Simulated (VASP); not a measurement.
SnS: relaxation of cell and atoms with PBEsol

SnS:

```
Sn S
1.0
    11.20000    0.00000    0.00000
     0.00000    3.98700    0.00000
     0.00000    0.00000    4.33400
Sn S
4 4
Direct
  0.11940 0.25000 0.11980
  0.38060 0.75000 0.61980
  0.61940 0.25000 0.38020
  0.88060 0.75000 0.88020
  0.85080 0.25000 0.47930
  0.64920 0.75000 0.97930
  0.35080 0.25000 0.02070
  0.14920 0.75000 0.52070
```

| Item | Value |
| --- | --- |
| Program | VASP 6.6.1 |
| Task | relaxation of cell and atoms |
| Functional | PBEsol |
| Potentials or basis | VASP PAW PBE potentials, release 64 (Sn_d, S) |
| Cutoff | 600 eV |
| k mesh | 4 × 8 × 6 |
| Occupations | gaussian, width 0.03 eV |
| Spin | no spin polarisation |
| Further INCAR settings | ALGO = Normal; EDIFF = 1e-06; IBRION = 2; EDIFFG = -0.01; NSW = 90; ISIF = 3 |

- Relaxed volume: 23.42 Å³/atom
- Relaxed cell: a = 11.083 Å, b = 3.984 Å, c = 4.242 Å, α = 90.00°, β = 90.00°, γ = 90.00°
- Space group after relaxing (to 0.05 Å): Pnma (No. 62)
- Energy gained by relaxing: 3.3 meV/atom
- Ionic steps: 17
- Pressure after relaxing: 0.0 GPa
- Largest force after relaxing: 0.009 eV/Å
- Band gap on the k mesh: 0.77 eV, indirect (least direct gap 1.08 eV)

Forces in eV/Å, atoms in the order of the input:
```
Sn  -0.003  0.000 -0.009
Sn   0.003  0.000 -0.009
Sn  -0.003  0.000  0.009
Sn   0.003  0.000  0.009
S    0.001  0.000  0.002
S   -0.001  0.000  0.002
S    0.001  0.000 -0.002
S   -0.001  0.000 -0.002
```

Stress tensor (GPa, compression positive):
```
 0.04  0.00  0.00
 0.00 -0.05  0.00
 0.00  0.00 -0.01
```

The path:
```csv
step,energy change (eV),largest force (eV/Å),pressure (GPa),volume (Å³)
1,0.0000,0.0741,-0.79,193.53
2,-0.0097,0.1417,0.13,190.21
3,-0.0097,0.1445,0.17,190.10
4,-0.0166,0.0946,0.11,189.32
5,-0.0225,0.0337,0.02,187.85
6,-0.0226,0.0383,0.03,187.65
7,-0.0247,0.0292,-0.04,187.49
8,-0.0246,0.0292,-0.03,187.48
9,-0.0254,0.0155,0.05,187.24
10,-0.0255,0.0152,0.09,187.09
11,-0.0257,0.0241,-0.09,187.58
12,-0.0258,0.0208,-0.02,187.43
13,-0.0258,0.0204,-0.05,187.45
14,-0.0259,0.0183,-0.02,187.43
15,-0.0260,0.0166,-0.01,187.41
16,-0.0262,0.0091,0.02,187.33
17,-0.0262,0.0094,-0.01,187.35
```

Final structure:
```cif
data_structure
_symmetry_space_group_name_H-M 'P 1'
_symmetry_Int_Tables_number 1
_cell_length_a 11.0830
_cell_length_b 3.9845
_cell_length_c 4.2425
_cell_angle_alpha 90.000
_cell_angle_beta 90.000
_cell_angle_gamma 90.000
_cell_volume 187.35
loop_
_atom_site_label
_atom_site_type_symbol
_atom_site_fract_x
_atom_site_fract_y
_atom_site_fract_z
_atom_site_occupancy
Sn1 Sn 0.11831 0.25000 0.11342 1
Sn2 Sn 0.38169 0.75000 0.61342 1
Sn3 Sn 0.61831 0.25000 0.38658 1
Sn4 Sn 0.88169 0.75000 0.88658 1
S1 S 0.85349 0.25000 0.47308 1
S2 S 0.64651 0.75000 0.97308 1
S3 S 0.35349 0.25000 0.02692 1
S4 S 0.14651 0.75000 0.52692 1
```

Levels at points of the mesh, in eV from the valence-band top:
```csv
k point,band 38,band 39,band 40,band 41,band 42,band 43
"(0.00, 0.00, 0.00)",-1.25,-0.82,-0.68,0.77,2.96,3.00
"(0.50, 0.00, 0.00)",-2.22,-0.70,-0.70,2.61,2.61,2.78
"(0.00, 0.50, 0.00)",-1.02,-0.78,-0.78,1.10,1.10,1.70
"(0.50, 0.50, 0.00)",-1.01,-1.01,-1.01,1.58,1.58,1.58
"(0.00, 0.00, 0.50)",-0.94,-0.09,-0.09,1.41,1.41,1.88
"(0.50, 0.00, 0.50)",-0.70,0.00,0.00,1.30,1.30,1.83
"(0.00, 0.50, 0.50)",-2.57,-1.56,-1.56,2.75,2.75,3.02
"(0.50, 0.50, 0.50)",-1.75,-1.75,-1.75,2.56,2.56,2.56
```

It took 27 min on 2 MPI ranks on AMD EPYC 9R45 96-Core Processor (Zen 5), on a shared host, peak memory 0.65 GiB a rank.

Caveat: the PAW data sets were made with another functional, which shifts forces and pressure a little; spin-orbit coupling is left out, which moves the levels of the heavy elements. A k mesh can miss the band edges.
